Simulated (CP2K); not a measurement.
# ZnS (Wurtzite-6H) (P6_3mc) in CP2K: notebook

One crystal, ZnS (Wurtzite-6H), is run at these levels: PBE; tasks: atomic charges.

Everything below comes from runs of CP2K 2026.2. Logs are shortened: lines on timing, memory, paths and dates and some standing lists are left out, and cuts for length are marked.

**The experiment to reproduce.**

From a printed reference work, monograph, for a bulk crystal of ZnS at 4 K: band gap 3.911 eV (direct).

The runs below are set against these values where they give the same quantity.

## 1. The crystal as given

It takes space group P6_3mc (No. 186, hexagonal). The conventional cell has a = 3.812 Å, b = 3.812 Å, c = 18.690 Å, α = 90.00°, β = 90.00°, γ = 120.00°. Around Zn (site symmetry 3m) lie 4 S at 2.33 to 2.34 Å. Zn (site symmetry 3m) is surrounded by 4 S at 2.33 to 2.34 Å. Around Zn (site symmetry 3m) lie 4 S at 2.33 to 2.34 Å. Around S (site symmetry 3m) lie 4 Zn at 2.33 to 2.34 Å. S (site symmetry 3m) is surrounded by 4 Zn at 2.33 to 2.34 Å. S (site symmetry 3m) has 4 Zn at 2.33 to 2.34 Å as nearest neighbours.

## 2. Atomic charges, PBE

zns_charges.inp

```
&GLOBAL
  PROJECT zns_charges
  RUN_TYPE ENERGY_FORCE
  PRINT_LEVEL LOW
&END GLOBAL
&FORCE_EVAL
  METHOD QS
  STRESS_TENSOR ANALYTICAL
  &DFT
    BASIS_SET_FILE_NAME BASIS_MOLOPT_UZH
    POTENTIAL_FILE_NAME POTENTIAL_UZH
    &MGRID
      CUTOFF 450
      REL_CUTOFF 60
      NGRIDS 4
    &END MGRID
    &QS
      METHOD GPW
      EPS_DEFAULT 1.0E-9
    &END QS
    &KPOINTS
      SCHEME MONKHORST-PACK 6 6 2
      GAMMA_CENTERED T
      SYMMETRY T
      SYMMETRY_BACKEND SPGLIB
    &END KPOINTS
    &SCF
      SCF_GUESS ATOMIC
      EPS_SCF 1.0E-6
      MAX_SCF 100
      ADDED_MOS 30
      CHOLESKY OFF
      EPS_EIGVAL 1.0E-7
      &DIAGONALIZATION ON
        ALGORITHM STANDARD
      &END DIAGONALIZATION
      &MIXING ON
        METHOD BROYDEN_MIXING
        ALPHA 0.4
        BETA 1.5
        NBUFFER 8
      &END MIXING
      &SMEAR ON
        METHOD FERMI_DIRAC
        ELECTRONIC_TEMPERATURE 580.23
      &END SMEAR
    &END SCF
    &XC
      &XC_FUNCTIONAL PBE
      &END XC_FUNCTIONAL
    &END XC
    &PRINT
      &KPOINTS ON
      &END KPOINTS
      &MULLIKEN ON
      &END MULLIKEN
      &MO ON
        ENERGIES T
        OCCUPATION_NUMBERS T
        &EACH
          QS_SCF 0
        &END EACH
        ADD_LAST NUMERIC
      &END MO
      &LOWDIN ON
      &END LOWDIN
      &HIRSHFELD ON
        SHAPE_FUNCTION GAUSSIAN
      &END HIRSHFELD
      &VORONOI ON
        VORONOI_RADII UNITY
      &END VORONOI
    &END PRINT
  &END DFT
  &SUBSYS
    &CELL
      ABC 3.8120000000 3.8120000000 18.6899900000
      ALPHA_BETA_GAMMA 90.0000000000 90.0000000000 120.0000000002
      PERIODIC XYZ
    &END CELL
    &COORD
      SCALED
      Zn  0.3333333333 0.6666666667 0.8333300000
      Zn  0.6666666667 0.3333333333 0.3333300000
      Zn  0.6666666667 0.3333333333 0.6666700000
      Zn  0.3333333333 0.6666666667 0.1666700000
      Zn  0.0000000000 0.0000000000 0.5000000000
      Zn  0.0000000000 0.0000000000 0.0000000000
      S   0.3333333333 0.6666666667 0.9583300000
      S   0.6666666667 0.3333333333 0.4583300000
      S   0.6666666667 0.3333333333 0.7916700000
      S   0.3333333333 0.6666666667 0.2916700000
      S   0.0000000000 0.0000000000 0.6250000000
      S   0.0000000000 0.0000000000 0.1250000000
    &END COORD
    &KIND Zn
      BASIS_SET DZVP-MOLOPT-PBE-GTH-q12
      POTENTIAL GTH-PBE-q12
    &END KIND
    &KIND S
      BASIS_SET DZVP-MOLOPT-PBE-GTH-q6
      POTENTIAL GTH-PBE-q6
    &END KIND
    &PRINT
      &ATOMIC_COORDINATES ON
      &END ATOMIC_COORDINATES
      &CELL ON
      &END CELL
      &SYMMETRY ON
      &END SYMMETRY
    &END PRINT
  &END SUBSYS
  &PRINT
    &FORCES ON
    &END FORCES
    &STRESS_TENSOR ON
    &END STRESS_TENSOR
  &END PRINT
&END FORCE_EVAL
```

Potentials or basis: POTENTIAL_UZH Zn GTH-PBE-q12, S GTH-PBE-q6; DZVP-MOLOPT-PBE-GTH basis.

Started as:

```sh
OMP_NUM_THREADS=1 cp2k.psmp -i zns_charges.inp -o zns_charges.out
```

zns_charges.out:

```text

 CP2K| version string:                                       CP2K version 2026.2
 CP2K| Input file name                                           zns_charges.inp

 GLOBAL| Force Environment number                                              1
 GLOBAL| Basis set file name                                    BASIS_MOLOPT_UZH
 GLOBAL| Potential file name                                       POTENTIAL_UZH
 GLOBAL| MM Potential file name                                     MM_POTENTIAL
 GLOBAL| Coordinate file name                                      __STD_INPUT__
 GLOBAL| Method name                                                        CP2K
 GLOBAL| Project name                                                zns_charges
 GLOBAL| Run type                                                   ENERGY_FORCE
 GLOBAL| FFT library                                                       FFTW3
[... 8 lines left out ...]
 GLOBAL| CPU model name                                                  UNKNOWN

 CELL| Volume [angstrom^3]:                                           235.204423
 CELL| Vector a [angstrom]:       3.812     0.000     0.000   |a| =     3.812000
 CELL| Vector b [angstrom]:      -1.906     3.301     0.000   |b| =     3.812000
 CELL| Vector c [angstrom]:       0.000     0.000    18.690   |c| =    18.689990
 CELL| Angle (b,c), alpha [degree]:                                    90.000000
 CELL| Angle (a,c), beta  [degree]:                                    90.000000
 CELL| Angle (a,b), gamma [degree]:                                   120.000000
 CELL| Numerically orthorhombic:                                              NO
 CELL| Periodicity                                                           XYZ

 CELL_REF| Volume [angstrom^3]:                                       235.204423
 CELL_REF| Vector a [angstrom     3.812     0.000     0.000   |a| =     3.812000
 CELL_REF| Vector b [angstrom    -1.906     3.301     0.000   |b| =     3.812000
 CELL_REF| Vector c [angstrom     0.000     0.000    18.690   |c| =    18.689990
 CELL_REF| Angle (b,c), alpha [degree]:                                90.000000
 CELL_REF| Angle (a,c), beta  [degree]:                                90.000000
 CELL_REF| Angle (a,b), gamma [degree]:                               120.000000
 CELL_REF| Numerically orthorhombic:                                          NO
 CELL_REF| Periodicity                                                       XYZ
[... 9 lines left out ...]
 TOTAL NUMBERS AND MAXIMUM NUMBERS

  Total number of            - Atomic kinds:                                   2
                             - Atoms:                                         12
                             - Shell sets:                                    12
                             - Shells:                                        72
                             - Primitive Cartesian functions:                 60
                             - Cartesian basis functions:                    264
                             - Spherical basis functions:                    228

  Maximum angular momentum of- Orbital basis functions:                        3
                             - Local part of the GTH pseudopotential:          0
[... 1412 lines left out ...]

 !-----------------------------------------------------------------------------!

 !-----------------------------------------------------------------------------!
                           Hirshfeld Charges

  #Atom  Element  Kind  Ref Charge     Population                    Net charge
      1       Zn     1      12.000         13.118                        -1.118
      2       Zn     1      12.000         13.118                        -1.118
      3       Zn     1      12.000         13.123                        -1.123
      4       Zn     1      12.000         13.123                        -1.123
      5       Zn     1      12.000         13.113                        -1.113
      6       Zn     1      12.000         13.113                        -1.113
      7       S      2       6.000          4.881                         1.119
      8       S      2       6.000          4.881                         1.119
      9       S      2       6.000          4.882                         1.118
     10       S      2       6.000          4.882                         1.118
     11       S      2       6.000          4.883                         1.117
     12       S      2       6.000          4.883                         1.117

  Total Charge                                                            0.000
 !-----------------------------------------------------------------------------!

 VORONOI| Collecting electron density from MPI ranks and sending to library...
 VORONOI| Voronoi integration finished.

 LOWDIN POPULATION ANALYSIS

 #  Atom  Element  Kind  Atomic population                           Net charge
       1     Zn       1         12.979988                             -0.979988
       2     Zn       1         12.979988                             -0.979988
       3     Zn       1         12.986483                             -0.986483
       4     Zn       1         12.986483                             -0.986483
       5     Zn       1         12.971876                             -0.971876
       6     Zn       1         12.971876                             -0.971876
       7     S        2          5.019704                              0.980296
       8     S        2          5.019704                              0.980296
       9     S        2          5.020118                              0.979882
      10     S        2          5.020118                              0.979882
      11     S        2          5.021832                              0.978168
      12     S        2          5.021832                              0.978168
 # Total charge                            108.000000                 -0.000000

 ENERGY| Total FORCE_EVAL ( QS ) energy [hartree]           -425.032208033454026

 FORCES| Atomic forces [hartree/bohr]
 FORCES|   Atom     x               y               z               |f|
 FORCES|      1 -1.13137465E-06  6.50910305E-07  1.08341175E-03   1.08341254E-03
 FORCES|      2  1.13143526E-06 -6.51638884E-07  1.08340570E-03   1.08340648E-03
 FORCES|      3 -1.12840521E-06  6.48409352E-07  1.12102128E-03   1.12102204E-03
 FORCES|      4  1.12842754E-06 -6.47981838E-07  1.12102087E-03   1.12102163E-03
 FORCES|      5  1.15052778E-06 -6.73548482E-07  9.02208199E-04   9.02209184E-04
 FORCES|      6 -1.15040659E-06  6.73332347E-07  9.02201970E-04   9.02202955E-04
 FORCES|      7  1.04989511E-06 -6.03442511E-07 -6.29706515E-04   6.29707679E-04
 FORCES|      8 -1.05004252E-06  6.03693896E-07 -6.29719111E-04   6.29720275E-04
 FORCES|      9  1.05359784E-06 -6.06042404E-07 -1.54894529E-04   1.54899298E-04
 FORCES|     10 -1.05363023E-06  6.06124503E-07 -1.54874378E-04   1.54879148E-04
 FORCES|     11  1.04573453E-06 -5.86031889E-07  4.52934398E-04   4.52935984E-04
 FORCES|     12 -1.04576144E-06  5.86219954E-07  4.52912728E-04   4.52914314E-04
 FORCES| Sum    -2.58228352E-12  4.34820810E-12  5.54992236E-03
 FORCES| Total atomic force                                       5.54992236E-03

 STRESS| Analytical stress tensor [bar]
 STRESS|                        x                   y                   z
 STRESS|      x        2.58032156148E+04   3.83871863630E+00   8.11023857688E-05
 STRESS|      y        3.83871863630E+00   2.58077835658E+04   8.83475172641E-04
 STRESS|      z        8.11023857688E-05   8.83475172641E-04   2.86739474609E+04
 STRESS| 1/3 Trace                                             2.67616488805E+04
 STRESS| Determinant                                           1.90946637432E+13

 STRESS| Eigenvectors and eigenvalues of the analytical stress tensor [bar]
 STRESS|                        1                   2                   3
 STRESS| Eigenvalues   2.58010327900E+04   2.58099663906E+04   2.86739474609E+04
 STRESS|      x           0.869287785031      0.494306328905      0.000000028664
 STRESS|      y          -0.494306328905      0.869287785031      0.000000308281
 STRESS|      z           0.000000127468     -0.000000282154      1.000000000000
```

voronoi:

```text
[... 14 lines left out ...]
    11    16        0.0100000000        0.0000000000        0.0000000000       11.6812437500       19.8113331043        6.0000000000       -0.2568543410        0.3667900029       -0.3042978594        5.1122835385       -0.0005862211        0.0004863432       -0.0081706929       -0.0217801352        0.0000050844       -0.0000507439        0.0000050844       -0.0217860248       -0.0000111375       -0.0000507439       -0.0000111375       -0.0222138903
    12    16        0.0100000000        0.0000000000        0.0000000000        2.3362487500       19.8038921675        6.0000000000       -0.2462547975        0.6148951681        0.8088686308        4.1844670803       -0.0009844222       -0.0012949658       -0.0066991617       -0.0216779295        0.0000780363       -0.0001120225        0.0000780363       -0.0217319575       -0.0001172229       -0.0001120225       -0.0001172229       -0.0220972427
```

It took 2.6 min on 1 thread of Arm Neoverse V2, shared host; peak memory 1.1 GiB.

What came out:

| Property | Result |
| --- | --- |
| Free energy | -11565.7146 eV |
| Pressure | 2.7 GPa |
| Band gap on the k mesh | 2.12 eV, direct |
| Mulliken charges | Zn +0.26, +0.28; S -0.27, -0.26 e |
| Hirshfeld charges | Zn -1.12, -1.11; S +1.12 e |
| Voronoi charges | Zn +0.26, +0.22, +0.18, +0.24; S -0.25, -0.23, -0.17, -0.24, -0.26 e |

Caveat: Hirshfeld charges from Gaussian shapes aren't those from atomic densities; Mulliken charges move with the basis; the basis of atomic orbitals isn't converged, which shifts pressures, moduli and gaps.

## 3. Atomic charges, PBE

Edit zns_charges.inp of step 2 so:

```diff
@@ -9,3 +9,3 @@
   &DFT
-    BASIS_SET_FILE_NAME BASIS_MOLOPT_UZH
+    BASIS_SET_FILE_NAME BASIS_ccGRB_UZH
     POTENTIAL_FILE_NAME POTENTIAL_UZH
@@ -96,3 +96,3 @@
     &KIND Zn
-      BASIS_SET DZVP-MOLOPT-PBE-GTH-q12
+      BASIS_SET ccGRB-D-q12
       POTENTIAL GTH-PBE-q12
@@ -100,3 +100,3 @@
     &KIND S
-      BASIS_SET DZVP-MOLOPT-PBE-GTH-q6
+      BASIS_SET ccGRB-D-q6
       POTENTIAL GTH-PBE-q6
```

Potentials or basis: POTENTIAL_UZH Zn GTH-PBE-q12, S GTH-PBE-q6; ccGRB-D basis.

Started as:

```sh
OMP_NUM_THREADS=1 cp2k.psmp -i zns_charges.inp -o zns_charges.out
```

Wall time 63 s (1 thread of Arm Neoverse V2, shared host); peak memory 0.82 GiB.

It converged, with:

- Free energy: -11562.6491 eV
- Pressure: 3.3 GPa
- Band gap on the k mesh: 2.32 eV, direct
- Mulliken charges: Zn -0.35, -0.39, -0.36; S +0.33, +0.37, +0.40 e
- Hirshfeld charges: Zn -1.10, -1.09; S +1.10, +1.09 e
- Voronoi charges: Zn +0.30, +0.27, +0.22, +0.29; S -0.30, -0.28, -0.22, -0.29 e

Stress tensor (GPa, compression positive):
```
3.16 0.00 0.00
0.00 3.16 0.00
0.00 0.00 3.50
```

Levels at points of the mesh, in eV from the valence-band top:
```tsv
k point	band 52	band 53	band 54	band 55	band 56	band 57
(0.00, 0.00, 0.00)	-0.02	0.00	0.00	2.32	3.40	3.52
(0.00, 0.00, 0.50)	-0.07	-0.07	-0.07	2.79	2.79	3.58
(0.00, 0.50, 0.00)	-1.30	-1.13	-0.92	3.70	3.78	3.84
(0.00, 0.50, 0.50)	-1.25	-1.03	-1.03	3.58	3.58	4.11
```

Caveat: Hirshfeld charges from Gaussian shapes aren't those from atomic densities; Mulliken charges move with the basis; the basis of atomic orbitals isn't converged, which shifts pressures, moduli and gaps.

## 4. Comparison with measurements

Step 2. A measured gap of ZnS is 3.911 eV (direct; 4 K; a printed reference work, monograph); the calculated 2.12 eV misses it by -1.79 eV. The value is that of PBE in an atomic basis (POTENTIAL_UZH Zn GTH-PBE-q12, S GTH-PBE-q6; DZVP-MOLOPT-PBE-GTH basis), whose error adds to the functional's, on a finite k mesh, which can miss the band edges, without temperature or zero-point motion. Semilocal functionals fall short of measured gaps as a rule.

Step 3. A measured gap of ZnS is 3.911 eV (direct; 4 K; a printed reference work, monograph); the calculated 2.32 eV misses it by -1.59 eV. The value is that of PBE in an atomic basis (POTENTIAL_UZH Zn GTH-PBE-q12, S GTH-PBE-q6; ccGRB-D basis), whose error adds to the functional's, on a finite k mesh, which can miss the band edges, without temperature or zero-point motion. Semilocal functionals fall short of measured gaps as a rule.
